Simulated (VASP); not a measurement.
# BN: forms and broadenings of the independent-particle spectrum

BN, F-43m (no. 216), 2 atoms in the cell. PBE, independent-particle dielectric function; PAW potentials N, B (PBE set).

## Input

INCAR.step1:
```
  EDIFF = 1E-8
  ENCUT = 460
  ISMEAR = 0
  KPAR = 4
  LASPH = T
  LCHARG = F
  LEPSILON = T
  LWAVE = F
  PREC = Accurate
  SIGMA = 0.02
```

INCAR.step2, as INCAR.step1 but for:
```
- LEPSILON = T
- LWAVE = F
+ LWAVE = T
+ NBANDS = 36
```

INCAR.step3:
```
  ALGO = None
  CSHIFT = 0.1
  EDIFF = 1E-7
  ENCUT = 460
  ISMEAR = 0
  ISTART = 1
  KPAR = 4
  LASPH = T
  LCHARG = F
  LOPTICS = T
  LWAVE = F
  NBANDS = 36
  NEDOS = 2000
  NELM = 1
  PREC = Accurate
  SIGMA = 0.02
```

INCAR.step4, as INCAR.step3 but for:
```
+ LNABLA = T
```

INCAR.step5, as INCAR.step4 but for:
```
- LNABLA = T
+ IPEAD = 3
+ LPEAD = T
```

INCAR.step6, as INCAR.step5 but for:
```
- IPEAD = 3
+ IPEAD = 2
```

INCAR.step7 changes the same tag again: IPEAD = 4.

INCAR.step8, as INCAR.step7 but for:
```
- CSHIFT = 0.1
- IPEAD = 4
- LPEAD = T
+ CSHIFT = 0.03
```

INCAR.step9, as INCAR.step8 but for:
```
- CSHIFT = 0.03
+ CSHIFT = 0.2
```

INCAR.step10 changes the same tag again: CSHIFT = 0.05.

INCAR.step11, as INCAR.step10 but for:
```
- CSHIFT = 0.05
- ISMEAR = 0
+ CSHIFT = 0.1
+ ISMEAR = -5
```

INCAR.step12, as INCAR.step11 but for:
```
- ISMEAR = -5
- SIGMA = 0.02
+ ISMEAR = 0
+ SIGMA = 0.2
```

INCAR.step13, as INCAR.step12 but for:
```
- SIGMA = 0.2
+ OMEGAMAX = 12
+ SIGMA = 0.02
```

INCAR.step14, as INCAR.step13 but for:
```
- OMEGAMAX = 12
+ OMEGAMAX = 60
```

KPOINTS:
```
k-points
0
Gamma
  12 12 12
```

POSCAR:
```
BN
1.0
    0.0000000000      1.8130010000      1.8130010000
    1.8130010000      0.0000000000      1.8130010000
    1.8130010000      1.8130010000      0.0000000000
N B
1 1
Direct
    0.2500000000      0.2500000000      0.2500000000
    0.0000000000      0.0000000000      0.0000000000
```

Commands (each step's output is kept before the next begins):
```
cat potpaw_PBE.64/N/POTCAR potpaw_PBE.64/B/POTCAR > POTCAR
cp INCAR.step1 INCAR
mpirun -np 4 vasp_std > vasp.out
rm WAVECAR CHG
cp INCAR.step2 INCAR
mpirun -np 4 vasp_std > vasp.out
cp INCAR.step3 INCAR
mpirun -np 4 vasp_std > vasp.out
cp INCAR.step4 INCAR
mpirun -np 4 vasp_std > vasp.out
cp INCAR.step5 INCAR
mpirun -np 4 vasp_std > vasp.out
cp INCAR.step6 INCAR
mpirun -np 4 vasp_std > vasp.out
cp INCAR.step7 INCAR
mpirun -np 4 vasp_std > vasp.out
cp INCAR.step8 INCAR
mpirun -np 4 vasp_std > vasp.out
cp INCAR.step9 INCAR
mpirun -np 4 vasp_std > vasp.out
cp INCAR.step10 INCAR
mpirun -np 4 vasp_std > vasp.out
cp INCAR.step11 INCAR
mpirun -np 4 vasp_std > vasp.out
cp INCAR.step12 INCAR
mpirun -np 4 vasp_std > vasp.out
cp INCAR.step13 INCAR
mpirun -np 4 vasp_std > vasp.out
cp INCAR.step14 INCAR
mpirun -np 4 vasp_std > vasp.out
```

## Result

- Direct gap on the mesh (eV): 8.78
- Gap on the mesh (eV): 4.45
- Bands: 36

One ground state, settings moved in the last step alone:

| Settings | ε at zero frequency | Mean energy of the absorption, weighted by Im ε (eV) | Time (s) |
|---|---|---|---|
| longitudinal form, CSHIFT 0.1 | 4.71 | 12.87 | 1 |
| transversal form (LNABLA) | 4.46 | 12.87 | 1 |
| finite differences (LPEAD), order 3 | 4.71 | 12.88 | 3 |
| finite differences (LPEAD), order 2 | 4.70 | 12.89 | 2 |
| finite differences (LPEAD), order 4 | 4.71 | 12.87 | 3 |
| CSHIFT 0.03 | 4.71 | 12.89 | 1 |
| CSHIFT 0.2 | 4.71 | 12.85 | 1 |
| CSHIFT 0.05 | 4.71 | 12.89 | 1 |
| tetrahedron method | 4.66 | 13.01 | 2 |
| SIGMA 0.2 | 4.71 | 12.87 | 2 |
| OMEGAMAX 12, which cuts the spectrum short | 2.68 | – | 1 |
| OMEGAMAX 60 | 4.69 | 12.87 | 1 |

The mean energy covers the spectrum up to 20 eV.

On the same mesh, density-functional perturbation theory with local fields gives ε = 4.61.

Limits: The 12×12×12 mesh is coarse for a spectrum: peaks stand apart that a denser mesh merges.

VASP 6.6.1 took 54 s on 4 cores (Intel Xeon Platinum 8259CL @ 2.50GHz (Skylake/Cascade Lake)), a shared host.
